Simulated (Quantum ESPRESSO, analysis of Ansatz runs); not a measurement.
# A hop of O in In2O3 (R-3c), charge +2 (Quantum ESPRESSO)

Aim: the barrier of one jump in In2O3 (R-3c) at charge +2: V_O hop (2.8 Å). The model is a cell of 80 host atoms with 1 O taken out; O is the atom that moves.

Program: Quantum ESPRESSO 7.5. Level of theory: Quantum ESPRESSO plane-wave DFT, PBEsol, GBRV 1.5 PBEsol potentials; nudged elastic band between two relaxed defect structures at fixed charge in a uniform background. Results are calculated unless marked as measured.

Report form: the programs' logs are mostly left out.

## Step 1: Starting point

The cell holds 79 atoms: 32 In and 47 O. Its edges and angles: a = 11.552 Å, b = 11.552 Å, c = 11.552 Å, α = 56.8°, β = 56.8°, γ = 56.8°. It derives from In2O3 (space group R-3c). Nearest the centre at fractional (0.375, 0.449, 0.801): O37 at 1.42 Å, In12 at 1.73 Å, In11 at 1.77 Å, O6 at 2.47 Å, In73 at 2.63 Å, O38 at 2.65 Å, In33 at 2.67 Å, O19 at 2.68 Å. The cell carries charge +2.

The cell's shortest repeat is 11.0 Å.

## Step 2: Relaxation of the start point, charge +2

A barrier is counted from a minimum, so both ends are relaxed first. Small random displacements break the symmetry of the ideal sites, so that the defect can distort if it gains by it. The charge of +2 is set by the electron count, and a uniform background keeps the cell neutral.

pw.in reads:

```
&CONTROL
  calculation = 'relax'
  prefix = 'pwscf'
  outdir = './tmp'
  pseudo_dir = './pseudo'
  tprnfor = .true.
  disk_io = 'low'
  nstep = 70
  forc_conv_thr = 0.00078
  etot_conv_thr = 0.0001
/
&SYSTEM
  ibrav = 0
  nat = 79
  ntyp = 2
  ecutwfc = 36
  ecutrho = 288
  nbnd = 352
  occupations = 'fixed'
  tot_charge = 2
  nosym = .true.
/
&ELECTRONS
  conv_thr = 8d-08
  electron_maxstep = 100
  mixing_beta = 0.5
/
&IONS
  ion_dynamics = 'bfgs'
/
ATOMIC_SPECIES
In   114.8180 in_pbesol_v1.4.uspp.F.UPF
O     15.9990 o_pbesol_v1.2.uspp.F.UPF
CELL_PARAMETERS angstrom
   5.4978745703    3.1741994431    9.6511633505
  -5.4978745703    3.1741994431    9.6511633505
   0.0000000000   -6.3483986861    9.6511633503
ATOMIC_POSITIONS crystal
In     0.3216695629    0.3216530078    0.3181794761
In     0.4258352123    0.4292859921    0.4290862919
In     0.1800340376    0.1798043797    0.1754872345
In     0.0705654166    0.0744689180    0.0698483624
O      0.0216919770    0.3730962419    0.2301147274
O      0.3745607087    0.2241792736    0.0253603287
O      0.2239185437    0.0234054801    0.3757316433
O      0.4752290977    0.1241846887    0.2762263175
[... 67 atom lines left out ...]
O      0.7261175707    0.5203146675    0.8769388826
O      0.9741145359    0.6261345098    0.7752009012
O      0.7716590084    0.9803152690    0.6241677010
O      0.6266268019    0.7703800249    0.9790492903
K_POINTS gamma
```

On the command line:

```console
OMP_NUM_THREADS=1 mpirun -n 4 pw.x -in pw.in > pw.out
```

Elapsed: 21 min, on 4 MPI ranks of Arm Neoverse V1, shared host; peak memory 1.9 GiB; 86 min of CPU time.

The steps of the relaxation:

| step | energy less that of the first step (eV) |
| --- | --- |
| 0 | 0.0000 |
| 1 | -0.9287 |
| 2 | -1.3641 |
| 3 | -1.5993 |
| 4 | -1.6950 |
| 5 | -1.7781 |
| 6 | -1.8208 |
| 7 | -1.8407 |
| 8 | -1.8620 |
| 9 | -1.8782 |
| 10 | -1.8879 |
| 11 | -1.8962 |
| 12 | -1.9004 |
| 13 | -1.9032 |
| 14 | -1.9049 |
| 15 | -1.9061 |
| 16 | -1.9068 |
| 17 | -1.9074 |

The atoms that moved most (Å):

| atom | dx | dy | dz | length |
| --- | --- | --- | --- | --- |
| In53 | 0.222 | 0.023 | -0.162 | 0.276 |
| In73 | -0.091 | 0.187 | 0.166 | 0.267 |
| In12 | -0.064 | -0.126 | 0.122 | 0.187 |
| O69 | -0.114 | 0.015 | 0.108 | 0.158 |
| O78 | 0.091 | -0.070 | -0.108 | 0.157 |
| In11 | -0.035 | -0.109 | -0.095 | 0.149 |
| O59 | -0.023 | 0.083 | -0.105 | 0.136 |
| O6 | -0.030 | 0.127 | -0.013 | 0.131 |

Neighbours of O37 at the end:

| atom | distance (Å) |
| --- | --- |
| In33 | 2.142 |
| In24 | 2.203 |
| In12 | 2.205 |
| In11 | 2.249 |
| O6 | 2.698 |
| O19 | 2.854 |
| O9 | 2.974 |
| O38 | 2.988 |

This step gave:

| Quantity | Value |
| --- | --- |
| highest filled level | 8.800 eV |
| lowest empty level | 9.712 eV |
| r.m.s. move of the farther half of the atoms | 0.03595 Å |
| largest move from the ideal geometry of this structure, a common shift of the far atoms taken out | 0.2576 Å |

The relaxation gained 1.907 eV and ended with a largest force component of 0.020 eV/Å.

## Step 3: Relaxation of the end point, charge +2

The end point is relaxed in the same cell and settings, so that the two energies compare. Atoms more than 3.2 Å from the middle of the hop start where the first relaxation left them, the nearer ones on or close to their ideal places, with small random displacements.

pw.in reads:

```
&CONTROL
  calculation = 'relax'
  prefix = 'pwscf'
  outdir = './tmp'
  pseudo_dir = './pseudo'
  tprnfor = .true.
  disk_io = 'low'
  nstep = 70
  forc_conv_thr = 0.00078
  etot_conv_thr = 0.0001
/
&SYSTEM
  ibrav = 0
  nat = 79
  ntyp = 2
  ecutwfc = 36
  ecutrho = 288
  nbnd = 352
  occupations = 'fixed'
  tot_charge = 2
  nosym = .true.
/
&ELECTRONS
  conv_thr = 8d-08
  electron_maxstep = 100
  mixing_beta = 0.5
/
&IONS
  ion_dynamics = 'bfgs'
/
ATOMIC_SPECIES
In   114.8180 in_pbesol_v1.4.uspp.F.UPF
O     15.9990 o_pbesol_v1.2.uspp.F.UPF
CELL_PARAMETERS angstrom
   5.4978745703    3.1741994431    9.6511633505
  -5.4978745703    3.1741994431    9.6511633505
   0.0000000000   -6.3483986861    9.6511633503
ATOMIC_POSITIONS crystal
In     0.3193977628    0.3217049681    0.3262952126
In     0.4304864992    0.4303279369    0.4274976345
[... 3 atom lines left out ...]
O      0.3754686887    0.2261214360    0.0227259346
[... 4 atom lines left out ...]
In     0.3213675635    0.3201850921    0.8219662763
In     0.4287493000    0.4287554605    0.9297128150
[... 5 atom lines left out ...]
O      0.4795044519    0.1306826616    0.7717591644
O      0.2740754230    0.4767246411    0.6246616913
[... 4 atom lines left out ...]
In     0.0705504424    0.5712912128    0.0706040901
[... 8 atom lines left out ...]
In     0.1783588352    0.6780169624    0.6793449224
[... 2 atom lines left out ...]
O      0.3757158540    0.7260017506    0.5229826381
O      0.5228999468    0.3758794387    0.7269849295
O      0.4770700600    0.6239566792    0.7734171543
[... 20 atom lines left out ...]
O      0.6235670347    0.2770113337    0.9656599271
[... 13 atom lines left out ...]
In     0.5702641518    0.5720730017    0.5713158323
[... 5 atom lines left out ...]
O      0.6246517411    0.7740814366    0.9750664123
K_POINTS gamma
```

Elapsed: 24 min, on 4 MPI ranks; peak memory 1.9 GiB.

Relaxation path:

| step | energy less that of the first step (eV) |
| --- | --- |
| 0 | 0.0000 |
| 1 | -0.7307 |
| 2 | -1.1850 |
| 3 | -1.5292 |
| 4 | -1.6317 |
| 5 | -1.7234 |
| 6 | -1.7630 |
| 7 | -1.7946 |
| 8 | -1.8196 |
| 9 | -1.8397 |
| 10 | -1.8523 |
| 11 | -1.8595 |
| 12 | -1.8639 |
| 13 | -1.8669 |
| 14 | -1.8690 |
| 15 | -1.8704 |
| 16 | -1.8712 |
| 17 | -1.8717 |
| 18 | -1.8721 |

The atoms that moved most (Å):

| atom | dx | dy | dz | length |
| --- | --- | --- | --- | --- |
| In24 | -0.114 | -0.175 | 0.151 | 0.258 |
| In33 | -0.122 | 0.184 | -0.133 | 0.258 |
| In53 | -0.194 | -0.014 | 0.146 | 0.243 |
| O59 | 0.118 | -0.073 | 0.096 | 0.169 |
| In11 | 0.117 | 0.022 | -0.109 | 0.162 |
| In12 | 0.125 | -0.002 | 0.101 | 0.161 |
| O20 | -0.001 | 0.133 | 0.091 | 0.161 |
| O69 | 0.086 | -0.069 | -0.108 | 0.154 |

Neighbours of O37 at the end:

| atom | distance (Å) |
| --- | --- |
| In73 | 2.142 |
| In53 | 2.203 |
| In11 | 2.205 |
| In12 | 2.249 |
| O6 | 2.698 |
| O38 | 2.855 |
| O18 | 2.973 |
| O19 | 2.989 |

This step gave:

* highest filled level: 8.800 eV
* lowest empty level: 9.712 eV
* r.m.s. move of the farther half of the atoms: 0.03736 Å
* largest move from the ideal geometry of this structure, a common shift of the far atoms taken out: 0.2559 Å

The relaxation gained 1.872 eV and ended with a largest force component of 0.017 eV/Å. The end lies within 1 meV of the start.

## Step 4: Nudged elastic band, charge +2

3 movable images are laid between the ends by interpolation. Each image feels the true force across the path and a spring force along it. The highest image is set to climb to the top of the path.

This step: Quantum ESPRESSO plane-wave DFT, PBEsol, GBRV 1.5 PBEsol potentials; nudged elastic band between two relaxed defect structures at fixed charge in a uniform background.

neb.in reads:

```
BEGIN
BEGIN_PATH_INPUT
&PATH
  restart_mode = 'from_scratch'
  string_method = 'neb'
  nstep_path = 45
  ds = 1.5
  opt_scheme = 'broyden'
  num_of_images = 5
  k_max = 0.3
  k_min = 0.2
  CI_scheme = 'auto'
  path_thr = 0.06
/
END_PATH_INPUT
BEGIN_ENGINE_INPUT
&CONTROL
  prefix = 'pwscf'
  outdir = './tmp'
  pseudo_dir = './pseudo'
  disk_io = 'low'
/
&SYSTEM
  ibrav = 0
  nat = 79
  ntyp = 2
  ecutwfc = 36
  ecutrho = 288
  nbnd = 352
  occupations = 'fixed'
  tot_charge = 2
  nosym = .true.
/
&ELECTRONS
  conv_thr = 8d-08
  electron_maxstep = 100
  mixing_beta = 0.5
/
ATOMIC_SPECIES
In   114.8180 in_pbesol_v1.4.uspp.F.UPF
O     15.9990 o_pbesol_v1.2.uspp.F.UPF
CELL_PARAMETERS angstrom
   5.4978745703    3.1741994431    9.6511633505
  -5.4978745703    3.1741994431    9.6511633505
   0.0000000000   -6.3483986861    9.6511633503
BEGIN_POSITIONS
FIRST_IMAGE
ATOMIC_POSITIONS crystal
In     0.3189069357    0.3220247726    0.3270412466
In     0.4296545345    0.4294653261    0.4288304249
In     0.1780270528    0.1788130728    0.1802716850
In     0.0684450072    0.0718048162    0.0726391795
O      0.0222256282    0.3755462662    0.2269975580
O      0.3780734797    0.2330692339    0.0116071493
O      0.2262248494    0.0240624861    0.3751021371
O      0.4742527248    0.1321699596    0.2670386317
O      0.2648953982    0.4770681439    0.1340082266
O      0.1230965465    0.2730044831    0.4788648094
In     0.3058694892    0.3166504707    0.8296510629
In     0.4196929577    0.4341937479    0.9435382060
In     0.1762969326    0.1785080817    0.6811567510
In     0.0712082704    0.0707577228    0.5727575780
O      0.0215048188    0.3761147505    0.7268924723
O      0.3734150357    0.2276153763    0.5263678611
O      0.2271755710    0.0252111788    0.8758435039
O      0.4792972325    0.1308773257    0.7722833155
O      0.2822054922    0.4738753783    0.6275586649
O      0.1153992726    0.2738108441    0.9844652135
In     0.3208306892    0.8226951226    0.3198834030
In     0.4252461520    0.9382959300    0.4241987453
In     0.1767779651    0.6791387968    0.1808572336
In     0.0690436251    0.5721998836    0.0713241303
O      0.0228731448    0.8754970669    0.2264706709
O      0.3736026702    0.7255626326    0.0221700000
O      0.2272639853    0.5237122627    0.3771007714
O      0.4757297360    0.6260926886    0.2735146958
O      0.2738535982    0.9802610492    0.1231351701
O      0.1269183047    0.7709336598    0.4781128102
In     0.3207584665    0.8215907361    0.8207844550
In     0.4284773694    0.9293205699    0.9285897452
In     0.1815489301    0.6787548648    0.6780910461
In     0.0720427939    0.5708014972    0.5724507591
O      0.0227550842    0.8738763552    0.7267195367
O      0.3767546045    0.7278488508    0.5221314473
O      0.2378036025    0.5177536992    0.8713229686
O      0.4771205010    0.6199112980    0.7701473192
O      0.2731647393    0.9774978923    0.6250712113
O      0.1262547331    0.7706376679    0.9755244867
In     0.8214878460    0.3218096273    0.3197379930
In     0.9297489861    0.4291413160    0.4278790554
In     0.6769843120    0.1801401919    0.1773235255
In     0.5713362919    0.0721729033    0.0678306520
O      0.5225352571    0.3747818437    0.2279615069
O      0.8723142179    0.2272584393    0.0221595314
O      0.7272328357    0.0259971221    0.3729369487
O      0.9763056409    0.1237144785    0.2758567188
O      0.7705165672    0.4779436264    0.1262993903
O      0.6249027996    0.2740985850    0.4822876740
In     0.8206260404    0.3215569763    0.8196185389
In     0.9224070068    0.4289249101    0.9305132439
In     0.6932204053    0.1560448653    0.6726253834
In     0.5693223017    0.0696410834    0.5685086442
O      0.8732442189    0.2262157607    0.5246518275
O      0.7272413307    0.0230443762    0.8726676083
O      0.9758910652    0.1248158614    0.7736569001
O      0.7672480806    0.4769668082    0.6244345270
O      0.6219355841    0.2770183305    0.9670868777
In     0.8216884744    0.8247728385    0.3183100632
In     0.9311362059    0.9261205225    0.4277073153
In     0.6766078718    0.6801514489    0.1781785431
In     0.5682801391    0.5723671048    0.0730927377
O      0.5228052397    0.8769560286    0.2266365671
O      0.8742917066    0.7268681789    0.0232879427
O      0.7247612770    0.5248218631    0.3761596208
O      0.9735049309    0.6271902593    0.2732249018
O      0.7712088689    0.9799170287    0.1226001910
O      0.6215351602    0.7863747324    0.4769466268
In     0.8250337730    0.8127358755    0.8242049455
In     0.9295264091    0.9282442235    0.9285830048
In     0.6809309832    0.6812565798    0.6800831230
In     0.5767844611    0.5949055998    0.5561782807
O      0.5203850323    0.8754408948    0.7289548886
O      0.8765181112    0.7249069971    0.5222348368
O      0.7230628438    0.5232018027    0.8760396784
O      0.9822311678    0.6188973935    0.7751419255
O      0.7725279175    0.9646682203    0.6277622647
O      0.6242656317    0.7735211862    0.9762079111
INTERMEDIATE_IMAGE
ATOMIC_POSITIONS crystal
In     0.3190435344    0.3220204290    0.3255145531
In     0.4290704108    0.4295375223    0.4287836134
[... 77 atom lines left out ...]
INTERMEDIATE_IMAGE
ATOMIC_POSITIONS crystal
In     0.3191801331    0.3220160853    0.3239878597
In     0.4284862870    0.4296097185    0.4287368019
[... 77 atom lines left out ...]
INTERMEDIATE_IMAGE
ATOMIC_POSITIONS crystal
In     0.3193167318    0.3220117417    0.3224611663
In     0.4279021633    0.4296819146    0.4286899904
[... 77 atom lines left out ...]
LAST_IMAGE
ATOMIC_POSITIONS crystal
In     0.3194533305    0.3220073981    0.3209344729
In     0.4273180396    0.4297541108    0.4286431790
[... 3 atom lines left out ...]
O      0.3700570062    0.2389788937    0.0172250438
[... 4 atom lines left out ...]
In     0.3282135884    0.3071806736    0.8159633786
In     0.4422920104    0.4210590035    0.9335037922
[... 5 atom lines left out ...]
O      0.4830700603    0.1167437380    0.7730157206
O      0.2708620132    0.4806757403    0.6301935666
[... 4 atom lines left out ...]
In     0.0549773190    0.5779781855    0.0942698750
[... 8 atom lines left out ...]
In     0.1711428726    0.6944998931    0.6554732755
[... 2 atom lines left out ...]
O      0.3711847678    0.7284732416    0.5225492520
O      0.5102479460    0.3792472332    0.7325018903
O      0.4656529695    0.6232019565    0.7762962612
[... 20 atom lines left out ...]
O      0.6326058260    0.2660460246    0.9766596996
[... 13 atom lines left out ...]
In     0.5665027156    0.5724603144    0.5714546319
[... 5 atom lines left out ...]
O      0.6250948683    0.7716466979    0.9772324392
END_POSITIONS
K_POINTS gamma
END_ENGINE_INPUT
END
```

On the command line:

```console
OMP_NUM_THREADS=1 mpirun -n 4 neb.x -ni 2 -inp neb.in > neb.out
```

Elapsed: 67 min, on 4 MPI ranks; peak memory 3.1 GiB; 4.5 h of CPU time.

The path, image by image:

| image | path (Å) | energy (eV) | O37: x, y, z (Å) |
| --- | --- | --- | --- |
| 0 | 0.000 | 0.0000 | -1.539, -3.133, 15.701 |
| 1 | 0.835 | 0.5380 | -1.068, -2.574, 15.688 |
| 2 | 1.530 | 0.5832 | -0.621, -2.114, 15.678 |
| 3 | 2.225 | 0.5373 | 0.001, -1.956, 15.668 |
| 4 | 3.061 | -0.0004 | 0.720, -1.827, 15.654 |

Numbers from this step:

- barrier forward: 0.5832 eV
- barrier backward: 0.5836 eV
- end less start: -3.67e-4 eV
- hop length: 2.610 Å

The band met its tolerance of 0.06 eV/Å after 10 iterations, with image 2 on top (the start counts as 0). O37, which moves farthest between the ends, has 4 In at 2.14 to 2.25 Å nearest at the start and 4 In at 2.12 to 2.31 Å at the top.

## Step 5: Outcome

```
barrier forward                         : 0.58 eV
barrier backward                        : 0.58 eV
end less start                          : 0.00 eV
hop length                              : 2.61 Å
band iterations, as the log counts them : 10
```

**Reading.** The top of the band lies 0.58 eV above the start and 0.58 eV above the end, which are alike in energy and neighbours. With an assumed prefactor of 1e13 per second it gives one hop a second along this one path at about 230 K; whether such hops link up through the crystal wasn't checked. The order of the top as a saddle was not checked for all atoms, so a bent path could be lower. No image-charge correction is applied; it largely cancels along a path if the charge stays localised alike. Keep in mind: sampling at the zone centre alone can move energies of charged and open-shell states by tenths of an eV or more in cells of this size; spin–orbit coupling, which can matter with heavy atoms, is left out. The cutoff of 36 Ry is under the 40 Ry advised for these potentials.

[Logs are printed without paths, hosts, clocks, repeated set-up lines and the standing remarks that a program may print on its own settings, such as how far it seeks lower states.]

[Hosts, paths, dates, database ids (printed as entryN), source tags and the programs' standing remarks are cut or masked in the printed files.]
